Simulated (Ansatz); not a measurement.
**Response of Gd to small distortions**

```
CELL_PARAMETERS angstrom
3.63600 0.00000 0.00000
-1.81800 3.14887 0.00000
0.00000 0.00000 5.78260
ATOMIC_POSITIONS crystal
Gd 0.33333 0.66667 0.25000
Gd 0.66667 0.33333 0.75000
```

Atom numbers follow the list: Gd1, Gd2.

Structure: COD 9008499, as refined from experiment and not relaxed.

Semilocal functionals without a Hubbard term describe localised f shells poorly; where the shell is localised, the real material differs.

Other magnetic orders may lie lower; this is the state that the run reached.

No spin–orbit coupling, which matters for the heavy atoms here.

These are results of DFT, PBE, PAW with Ansatz's default frozen-core files, scalar-relativistic (Ansatz 0.2.0), not measurements.

Sampling and basis: a Γ-centred 12×12×7 k mesh, Fermi–Dirac smearing of 0.05 eV, cutoff 420 eV, spin-polarised from start moments Gd1 7, Gd2 7 μB.

The unchanged cell is at 0.55 GPa.

In a metal, stresses and small energies carry noise from the k mesh.

x, y and z are the Cartesian axes of the cell as listed; fractional coordinates follow a strain, and an engineering shear is twice the off-diagonal strain component.

Q: With this change (z strained by -2 % at fixed volume), what becomes of the energy and stress and moment?

A: Energy change +5.2 meV/atom; stress change (xx, yy, zz, yz, xz, xy) -0.58, -0.58, 1.14, 0.00, 0.00, 0.00 GPa, compression positive; moment 15.32 → 15.28 μB.

Q: With this change (atom 1 (Gd) moved by (0.1155, 0.1155, 0.1155) Å), what becomes of the energy and stress and forces and moment?

A: Energy change +14.9 meV/atom; stress change (xx, yy, zz, yz, xz, xy) -0.36, 0.40, 0.30, 0.16, 0.13, -0.40 GPa, compression positive; change of the force on Gd1 (-0.107, -0.115, -0.289) eV/Å; moment 15.32 → 15.30 μB.

Q: What force constant does this one finite step give for Gd1 along its displacement (all its periodic images move with it)?

A: k = −ΔF·u/|u|² = 1.48 eV/Å², so the force pulls the atom back.
